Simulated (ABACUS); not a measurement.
Si2Ni under changes of volume

One of the cells (13.166 Å³/atom); the others are scaled copies at fixed shape and fractional positions:

```
CELL_PARAMETERS angstrom
0.00000 2.70300 2.70300
2.70300 0.00000 2.70300
2.70300 2.70300 0.00000
ATOMIC_POSITIONS crystal
Ni 0.00000 0.00000 0.00000
Si 0.75000 0.75000 0.75000
Si 0.25000 0.25000 0.25000
```

```yaml
Program: ABACUS 3.10.1
Functional: PBEsol
Potentials_or_basis: PseudoDojo NC SR 0.4.1 PBEsol standard
Cutoff: 1333 eV
Density_cutoff: 5333 eV
Basis: plane waves
k_mesh: 9 × 9 × 9
Occupations: fermi-dirac, width 0.05 eV
Spin: collinear spin, ferromagnetic start
Starting_moments: "[1.0, 0.0, 0.0] μB"
```

```tsv
volume (Å³/atom)	energy over the lowest point (meV/atom)	pressure (GPa)
12.376	?	?
12.639	7.85	5.8
12.902	1.20	2.3
13.166	0.00	-0.9
13.429	3.78	-3.8
13.692	12.12	-6.5
13.956	24.63	-8.9
```

Q: What does the run at 12.376 Å³/atom give?

A: Energy over the lowest point 20.45 meV/atom; pressure 9.6 GPa.

Worked out: A Birch-Murnaghan fit of order 3 (a polynomial in V^(-2/3)) to the other rows has its minimum at 13.09 Å³/atom with B0 = V·E''(V) = 154 GPa and B' = 3.6. It gives 20.48 meV/atom at 12.376 Å³/atom, against the run's 20.45, and -dE/dV = 9.6 GPa, against 9.6.

Energies are extrapolated to zero smearing.
